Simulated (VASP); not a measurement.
Here is a VASP 6.6.1 calculation.

File INCAR:

```
SYSTEM = Cu
  PREC = Accurate
  ENCUT = 520
  EDIFF = 1E-6
  ISMEAR = 1
  SIGMA = 0.2
  LREAL = .False.
  LASPH = .True.
  NELM = 100
  ALGO = Normal
  ISIF = 2
  LWAVE = .False.
  LCHARG = .False.
  GGA = PE
  IBRION = 2
  NSW = 60
  EDIFFG = -0.01
  KPAR = 8
```

KPOINTS

```
regular mesh
0
Gamma
  18 18 1
  0 0 0
```

File POSCAR:

```
Cu
1.0
    2.5703331496      0.0000000000      0.0000000000
    0.0000000000      2.5703331496      0.0000000000
    0.0000000000      0.0000000000     29.5400000000
Cu
9
Direct
    0.0000000000      0.0000000000      0.2538930264
    0.5000000000      0.5000000000      0.3154197698
    0.0000000000      0.0000000000      0.3769465132
    0.5000000000      0.5000000000      0.4384732566
    0.0000000000      0.0000000000      0.5000000000
    0.5000000000      0.5000000000      0.5615267434
    0.0000000000      0.0000000000      0.6230534868
    0.5000000000      0.5000000000      0.6845802302
    0.0000000000      0.0000000000      0.7461069736
```

Potentials or basis: VASP PAW PBE potentials, release 64 (Cu).

Run with:

```sh
$ cat potpaw_PBE.64/Cu/POTCAR > POTCAR
$ mpirun -np 8 vasp_std > vasp.out
```

Q: Predict the energy gained by relaxing.

A: 1.2 meV/atom.

Q: What does it give for the band gap on the k mesh?

A: None (metal or under the smearing width).

Forces on the atoms (eV/Å):
```
Cu   0.000  0.000  0.008
Cu   0.000  0.000  0.007
Cu   0.000  0.000  0.006
Cu   0.000  0.000 -0.005
Cu   0.000  0.000  0.000
Cu   0.000  0.000  0.005
Cu   0.000  0.000 -0.006
Cu   0.000  0.000 -0.007
Cu   0.000  0.000 -0.008
```
